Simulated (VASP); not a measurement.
**VASP 6.6.1 run: PbS**

INCAR

```
NSW = 0
LASPH = .TRUE.
ISPIN = 2
LREAL = .FALSE.
ENCUT = 520
NELECT = 19
ISIF = 2
GGA = PE
EDIFF = 1E-7
LWAVE = .FALSE.
IBRION = -1
NELM = 120
SIGMA = 0.02
NBANDS = 17
MAGMOM = -2 2
ISMEAR = -1
LCHARG = .FALSE.
PREC = Accurate
```

KPOINTS

```
KPOINTS created by Atomic Simulation Environment
0
Gamma
8 8 8
0 0 0
```

POSCAR

```
Pb S
 1.0000000000000000
    -0.1228370319000000    2.9540126245999998    2.9540126245999998
     2.9540126245999998   -0.1228370319000000    2.9540126245999998
     2.9540126245999998    2.9540126245999998   -0.1228370319000000
 Pb  S
   1   1
Cartesian
  0.0000000000000000  0.0000000000000000  0.0000000000000000
  2.8925941086500000  2.8925941086500000  2.8925941086500000
```

The recommended PBE PAW datasets give the neutral cell 20 valence electrons.

Command

```
mpirun -np 1 vasp_std
```

OSZICAR

```
N       E                     dE             d eps       ncg     rms          rms(c)
DAV:   1     0.145041560740E+03    0.14504E+03   -0.87761E+03  4436   0.111E+03
DAV:   2    -0.961937311197E+00   -0.14600E+03   -0.13992E+03  4720   0.296E+02
DAV:   3    -0.117827481808E+02   -0.10821E+02   -0.10635E+02  5824   0.857E+01
DAV:   4    -0.120580876953E+02   -0.27534E+00   -0.27490E+00  5652   0.153E+01
DAV:   5    -0.120690616803E+02   -0.10974E-01   -0.10973E-01  6585   0.291E+00    0.951E+00
DAV:   6    -0.129028339501E+02   -0.83377E+00   -0.60865E-01  5446   0.849E+00    0.352E+00
DAV:   7    -0.129546573674E+02   -0.51823E-01   -0.18054E-01  5505   0.326E+00    0.151E+00
DAV:   8    -0.129738469279E+02   -0.19190E-01   -0.81418E-02  6131   0.151E+00    0.544E-01
DAV:   9    -0.129735939305E+02    0.25300E-03   -0.99227E-03  5595   0.760E-01    0.270E-01
DAV:  10    -0.129730489560E+02    0.54497E-03   -0.25569E-03  5835   0.478E-01    0.133E-01
DAV:  11    -0.129724106849E+02    0.63827E-03   -0.38090E-04  5815   0.241E-01    0.770E-02
DAV:  12    -0.129724374279E+02   -0.26743E-04   -0.13359E-04  5419   0.945E-02    0.223E-02
DAV:  13    -0.129724368827E+02    0.54516E-06   -0.28931E-05  5492   0.465E-02    0.878E-03
DAV:  14    -0.129724385277E+02   -0.16449E-05   -0.31623E-06  5736   0.128E-02    0.423E-03
DAV:  15    -0.129724384435E+02    0.84184E-07   -0.36730E-07  5858   0.362E-03
   1 F= -.12972438E+02 E0= -.12971325E+02  d E =-.222711E-02  mag=     0.0002
```

Standard output (part)

```
POSCAR found type information on POSCAR PbS
 POSCAR found :  2 types and       2 ions
 LDA part: xc-table for (Slater+PW92), standard interpolation
 POSCAR, INCAR and KPOINTS ok, starting setup
 WAVECAR not read
 entering main loop
 the old and the new charge density differ
    0.951E+00
```

It converged. Results: pressure -33.4 GPa; magnetic moment of the cell 0.00 μB.

The cell is charged and sits in a uniform background.

For comparison, a separate PBE run of the intended cell, on usual settings and not on those above, gives a gap of 0.17 eV on its mesh and a pressure of -0.7 GPa.

The run above took about 91 s on one core of a shared host (Intel Xeon Platinum 8488C) and held 0.26 GiB at most.
